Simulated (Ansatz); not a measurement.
**ZrS2 (CdI2 type): response to moved atoms and strain**

How does ZrS2 (CdI2 type) push back when it is distorted? Each run changes the relaxed cell in one way.

Method: DFT PBEsol, scalar-relativistic, plane waves, PAW, in Ansatz 0.2.0.

## Step 1: The structure to begin with

It takes space group P-3m1 (No. 164, trigonal). Conventional cell: a = 3.627 Å, b = 3.627 Å, c = 5.876 Å, α = 90.00°, β = 90.00°, γ = 120.00°. Zr (site symmetry -3m) has 6 S at 2.55 Å as nearest neighbours. S (site symmetry 3m) is surrounded by 3 Zr at 2.55 Å.

As a file:

```
CELL_PARAMETERS angstrom
3.62727 0.00000 0.00000
-1.81364 3.14131 0.00000
0.00000 0.00000 5.87634
ATOMIC_POSITIONS crystal
Zr 0.00000 0.00000 0.00000
S 0.33333 0.66667 0.24741
S 0.66667 0.33333 0.75259
```

An earlier run at PBEsol left this cell at 22.319 Å³/atom and -0.03 GPa (10×10×6 mesh).

The changes: atom 3 (S) moved 0.05 Å along x; strain e3 = +0.01, atoms carried along.

## Step 2: Atom 3 (S) moved 0.05 Å along x

Contents of input.yaml:

```yaml
crystal:
  lattice:
    - [3.627273151, 0.0, 0.0]
    - [-1.8136365755, 3.1413106952, 0.0]
    - [0.0, 0.0, 5.8763377077]
  atoms:
    - { symbol: Zr, position: [0.0, 0.0, 0.0] }
    - { symbol: S, position: [0.3333333333, 0.6666666667, 0.247406065] }
    - { symbol: S, position: [0.6804511262, 0.3333333333, 0.752593935] }
basis:
  ecutwfc: 420
  ecutrho_ratio: 4
kpoints:
  mp_grid: { grid: [10, 10, 6] }
hamiltonian:
  xc: pbesol
scf:
  occupations: { method: gaussian, width: 0.05 }
output:
  forces: true
  stress: true
  eigenvalues: true
```

Log, cut to the lines that bear on the results:

```text
Warning: RAYON_NUM_THREADS=4 ignored (pool sized by the plan → 4); use --threads N
[...]
Pseudopotentials: kind: paw
Pseudopotential: Zr, paw, valence charge 12, recommended cutoff 420 eV (normal), Zr.paw.azcp
Pseudopotential: S, paw, valence charge 6, recommended cutoff 420 eV (normal), S.paw.azcp
Functional definition: PBEsol
[...]
Crystal: 3 atoms, lattice volume = 66.957 Å³
Basis set: ecut = 420 eV, 1303 PW (Γ), exchange–correlation on 50×50×80 points (8 copies of the dense FFT grid, shifted against one another)
Bands: 16, of which v1, the nominal top of the filled ones, is band 12 counted from 1 (11 counted from 0)
Symmetry: 1 space group operations
Space group: P1 (ITA 1), of the structure as read, at distance tolerance 4.1e-5 Å
k-points: 304 of 600 (time reversal used)
[...]
SCF iter   1: F=—  HF=-5903.158031 eV  |F-HF|=—  |Δ(HF+E_count)|=         —  Δρ=5.44e-3  dr2=4.25e-2  ethr=1.77e-3  ⟨swp⟩=5.3  Hψ=26993  notcnv=0
[...]
SCF iter   6: F=-5903.149599 eV  HF=-5903.149599 eV  |F-HF|=4.57e-8  |Δ(HF+E_count)|=   1.27e-6  Δρ=7.16e-6  dr2=6.53e-8  ethr=4.17e-10  ⟨swp⟩=6.0  Hψ=23706  notcnv=0
[...]
SCF converged after 6 iterations
Free energy (F): -5903.149599 eV
[...]
E sigma→0 (E₀):  -5903.149599 eV
Fermi energy:    7.599185 eV
[...]
--- Forces (eV/Å), atoms counted from 1 ---
  atom   1  Zr     0.08747260    -0.01285118     0.02017296
  atom   2  S      0.14025981    -0.00114468    -0.00885271
  atom   3  S     -0.22773452     0.01399584    -0.01131099
[...]
--- Stress (GPa, compression-positive) ---
        0.025281      -0.444107       1.250693
       -0.444107       0.001335      -0.053995
        1.250693      -0.053995       0.052939
  P = ⅓ Tr σ = 0.0265 GPa (0.265 kbar)
--- Band table (eV; the first three rows and the last of 304) ---
  k-point 0: bands = ["-41.5834", "-19.7023", "-19.5334", "-19.5329", "-5.5999", "-4.0413", "2.6084", "4.3692", "4.4073", "7.1243", "7.1527", "7.2156", "8.7221", "8.7790", "9.4603", "12.0629"]
[...]
```

Wall time 12 s (4 threads of an Arm CPU, shared host); peak memory 0.64 GiB.

In short: volume 22.319 Å³/atom, pressure 0.03 GPa, gap on the mesh 0.73 eV.

Forces on the atoms, as numbers:

| atom | x (eV/Å) | y (eV/Å) | z (eV/Å) |
| --- | --- | --- | --- |
| Zr1 | 0.087 | -0.013 | 0.020 |
| S2 | 0.140 | -0.001 | -0.009 |
| S3 | -0.228 | 0.014 | -0.011 |

## Step 3: Strain e3 = +0.01, atoms carried along

input.yaml, as its differences from that of step 2:

```diff
@@ -4,3 +4,3 @@
     - [-1.8136365755, 3.1413106952, 0.0]
-    - [0.0, 0.0, 5.8763377077]
+    - [0.0, 0.0, 5.9351010848]
   atoms:
@@ -8,3 +8,3 @@
     - { symbol: S, position: [0.3333333333, 0.6666666667, 0.247406065] }
-    - { symbol: S, position: [0.6804511262, 0.3333333333, 0.752593935] }
+    - { symbol: S, position: [0.6666666667, 0.3333333333, 0.752593935] }
 basis:
```

Log, cut to the lines that bear on the results:

```text
Warning: RAYON_NUM_THREADS=4 ignored (pool sized by the plan → 4); use --threads N
[...]
[... 4 set-up lines as earlier in the session ...]
[...]
Crystal: 3 atoms, lattice volume = 67.627 Å³
Basis set: ecut = 420 eV, 1315 PW (Γ), exchange–correlation on 50×50×80 points (8 copies of the dense FFT grid, shifted against one another)
Bands: 16, of which v1, the nominal top of the filled ones, is band 12 counted from 1 (11 counted from 0)
Symmetry: 12 space group operations
Space group: P-3m1 (ITA 164), of the structure as read, at distance tolerance 4.1e-5 Å
k-points: 72 of 600
[...]
SCF iter   1: F=—  HF=-5903.161079 eV  |F-HF|=—  |Δ(HF+E_count)|=         —  Δρ=5.39e-3  dr2=4.30e-2  ethr=1.77e-3  ⟨swp⟩=5.3  Hψ=6380  notcnv=0
[...]
SCF iter   6: F=-5903.152558 eV  HF=-5903.152558 eV  |F-HF|=5.39e-8  |Δ(HF+E_count)|=   1.26e-6  Δρ=7.52e-6  dr2=7.28e-8  ethr=4.17e-10  ⟨swp⟩=6.0  Hψ=5591  notcnv=0
[...]
SCF converged after 6 iterations
Free energy (F): -5903.152558 eV
[...]
E sigma→0 (E₀):  -5903.152558 eV
Fermi energy:    7.449943 eV
[...]
--- Forces (eV/Å), atoms counted from 1 ---
  atom   1  Zr     0.00000000     0.00000000     0.00000000
  atom   2  S     -0.00000000    -0.00000000    -0.16794557
  atom   3  S     -0.00000000     0.00000000     0.16794557
[...]
--- Stress (GPa, compression-positive) ---
       -0.683426       0.000000       0.000000
        0.000000      -0.683426       0.000000
        0.000000       0.000000      -1.273529
  P = ⅓ Tr σ = -0.8801 GPa (-8.801 kbar)
--- Band table (eV; the first three rows and the last of 72) ---
  k-point 0: bands = ["-41.7384", "-19.8482", "-19.6820", "-19.6820", "-5.6856", "-4.1828", "2.5189", "4.3268", "4.3268", "7.0312", "7.0312", "7.0405", "8.6222", "8.6222", "9.2716", "11.9638"]
[...]
```

Wall time 2 s (4 threads of an Arm CPU, shared host); peak memory 0.39 GiB.

Read off: volume 22.542 Å³/atom, pressure -0.88 GPa, mesh gap 0.76 eV.

Forces on the atoms, as numbers:

| atom | x (eV/Å) | y (eV/Å) | z (eV/Å) |
| --- | --- | --- | --- |
| S2 | 0.000 | 0.000 | -0.168 |
| S3 | 0.000 | 0.000 | 0.168 |

## Step 4: The distortions side by side

| change | change of free energy (meV/atom) | largest force (eV/Å) | largest change of stress (GPa) |
| --- | --- | --- | --- |
| atom 3 (S) moved 0.05 Å along x | 1.90 | 0.228 | 1.25 |
| strain e3 = +0.01, atoms carried along | 0.91 | 0.168 | 1.25 |

Moving atom 3 by 0.05 Å meets a restoring force of 0.228 eV/Å along the move, a force constant of about 4.6 eV/Å². The strain e3 = +0.01 changes that stress component by -1.25 GPa (compression positive), a ratio of 125 GPa; that is a secant over a finite strain with the atoms carried along, not the elastic constant. No change lowers the energy by more than 0.5 meV/atom; other distortions weren't tried. No dispersion term is included, so distances between weakly bound layers or units are the least certain numbers.
